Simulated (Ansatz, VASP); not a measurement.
Two plane-wave programs on KI

INCAR

```
SYSTEM = KI
PREC = Accurate
ENCUT = 600
EDIFF = 1E-6
ISMEAR = -1
SIGMA = 0.05
LREAL = .FALSE.
LASPH = .TRUE.
NELM = 80
ALGO = Fast
ISIF = 3
LWAVE = .FALSE.
LCHARG = .FALSE.
GGA = B5
ALDAX = 1.0
AGGAX = 1.0
AGGAC = 1.0
ALDAC = 0.0
IBRION = 2
NSW = 40
EDIFFG = -0.005
```

Contents of KPOINTS:

```
regular mesh
0
G
  7 7 7
  0 0 0
```

POSCAR

```
KI
1.0
    0.0000000000      3.5327750000      3.5327750000
    3.5327750000      0.0000000000      3.5327750000
    3.5327750000      3.5327750000      0.0000000000
I K
1 1
Direct
    0.5000000000      0.5000000000      0.5000000000
    0.0000000000      0.0000000000      0.0000000000
```

The input input.yaml:

```yaml
crystal:
  lattice:
    - [0.0, 3.532775, 3.532775]
    - [3.532775, 0.0, 3.532775]
    - [3.532775, 3.532775, 0.0]
  atoms:
    - { symbol: I, position: [0.5, 0.5, 0.5] }
    - { symbol: K, position: [0.0, 0.0, 0.0] }
hamiltonian:
  xc: blyp
  pseudopotentials: { kind: paw }
kpoints:
  mp_grid: { grid: [7, 7, 7] }
scf:
  occupations: { method: fermi_dirac, width: 0.05 }
output:
  forces: true
  stress: true
  eigenvalues: true
relax:
  f_tol: 0.01
  max_steps: 40
  cell: { stress_tol: 0.05 }
```

Alike in both runs: task relaxation of cell and atoms; functional BLYP; k mesh 7 × 7 × 7; occupations fermi-dirac, width 0.05 eV; no spin polarisation.

|  | VASP | Ansatz |
| --- | --- | --- |
| version | VASP 6.6.1 | Ansatz 0.2.0 |
| potentials or method | VASP PAW PBE potentials, release 64 (I, K_sv) | Ansatz PAW |
| plane-wave cutoff (eV) | 600 | 420 |
| valence electrons in the cell | 16 | 26 |

VASP gave:

| Property | Result |
| --- | --- |
| gap on the k mesh at the Fermi level, each at its own relaxed structure (eV) | 3.73 |
| relaxed volume (Å³/atom) | 49.45 |
| relaxed cell length with the largest relative difference (Å) | 5.191 |
| energy change over the relaxation (meV/atom) | -21 |

Task: What did Ansatz give for the same quantities?

Result: gap on the k mesh at the Fermi level, each at its own relaxed structure (eV): 3.74; relaxed volume (Å³/atom): 49.19; relaxed cell length with the largest relative difference (Å): 5.182; energy change over the relaxation (meV/atom): -19.

The two sets of potentials don't hold the same shells in valence.

Caveats: spin-orbit coupling is left out, which moves the levels of the heavy elements; the PAW data sets were made with another functional, which shifts forces and pressure a little (VASP); an odd mesh through Γ misses points on the zone boundary, where band edges often lie (VASP); odd divisions of the mesh miss points on the zone boundary, where band edges often lie, so the gap on the mesh can be too wide (Ansatz); the plane-wave basis is chosen anew once the cell has moved, so the energies of steps on either side of that aren't comparable (Ansatz); the PAW data sets come from PBE, with cores solved anew for the run's functional, which leaves a small shift of forces and pressure (Ansatz). Zero-point motion and thermal expansion aren't in these numbers.
